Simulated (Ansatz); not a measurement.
Runs of Ansatz 0.2.0 on Sn. It takes space group Fd-3m (No. 227, cubic). Conventional cell: a = 6.467 Å, b = 6.467 Å, c = 6.467 Å, α = 90.00°, β = 90.00°, γ = 90.00°. Around Sn (site symmetry -43m) lie 4 Sn at 2.80 Å. This isn't the form of Sn at room conditions, which is tetragonal (white tin).

```csv
level,cutoff (eV),gap on the mesh (eV),pressure (GPa)
r2SCAN,500,none,2.8
HSE06,420,none,(a)
LDA,420,none,(b)
BLYP,420,none,7.1
RPBE,420,none,5.8
revPBE,420,none,5.5
PBEsol,420,none,2.2
```

Alike in all rows: task projected density of states; potentials or basis Ansatz PAW; no spin polarisation; cell as given; k mesh 4 × 4 × 4; smearing fermi-dirac 0.05 eV; the mesh is coarse, so values aren't converged.

Q: Fill in the values left out.

A: (a) 2.4; (b) 0.8.

Caveats: all runs use coarse meshes; the PAW data sets come from PBE, with cores solved anew for the run's functional, which leaves a small shift of forces and pressure; the density of states is complete only up to the lowest level of the last band computed; the thresholds are loose for stress (some runs).

A k mesh can miss the band edges, and the runs leave out spin-orbit coupling on Sn.

A gap of «none» marks a metal or a gap under the smearing width.

Runs at the PBE level aren't shown here.
